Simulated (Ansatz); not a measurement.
# CdO (Monteponite): the cost of one run

Program: Ansatz 0.2.0. Level of theory: DFT, PBE, plane-wave PAW, default files, scalar-relativistic. These are calculated values, not measurements.

## 1. The starting structure

The structure is cubic, space group Fm-3m (No. 225). The conventional cell has a = 4.699 Å, b = 4.699 Å, c = 4.699 Å, α = 90.00°, β = 90.00°, γ = 90.00°. Cd (site symmetry m-3m) is surrounded by 6 O at 2.35 Å. O (site symmetry m-3m) is surrounded by 6 Cd at 2.35 Å.

Structure file:

```cif
data_structure
_symmetry_space_group_name_H-M 'Fm-3m'
_symmetry_Int_Tables_number 225
_cell_length_a 4.6990
_cell_length_b 4.6990
_cell_length_c 4.6990
_cell_angle_alpha 90.000
_cell_angle_beta 90.000
_cell_angle_gamma 90.000
_cell_volume 103.76
loop_
_atom_site_label
_atom_site_type_symbol
_atom_site_symmetry_multiplicity
_atom_site_Wyckoff_symbol
_atom_site_fract_x
_atom_site_fract_y
_atom_site_fract_z
_atom_site_occupancy
Cd1 Cd 4 a 0.00000 0.00000 0.00000 1
O1 O 4 b 0.50000 0.00000 0.00000 1
```

## 2. Relaxing the atoms in the given cell

Input file input.yaml:

```yaml
crystal:
  lattice:
    - [0.0, 2.3495, 2.3495]
    - [2.3495, 0.0, 2.3495]
    - [2.3495, 2.3495, 0.0]
  atoms:
    - { symbol: Cd, position: [0.0, 0.0, 0.0] }
    - { symbol: O, position: [0.5, 0.5, 0.5] }
kpoints:
  mp_grid: { grid: [7, 7, 7] }
scf:
  occupations: { method: fermi_dirac, width: 0.02 }
hamiltonian:
  xc: pbe
  pseudopotentials: { kind: paw }
output:
  forces: true
  stress: true
  populations: true
  efg: { quadrupole_moments_barn: { O: -0.02558 }, contact_densities: true }
relax:
  f_tol: 0.02
  max_steps: 60
```

On the command line:

```sh
$ ansatz run input.yaml --threads 1 --pin off --max-ram 3072MiB --backend cpu --events-out ev --progress --plain --runs-dir out
```

Q: Estimate wall time and peak memory on 1 thread of Arm Neoverse V1, shared host.

About 2.3 s, with a peak of 0.33 GiB.
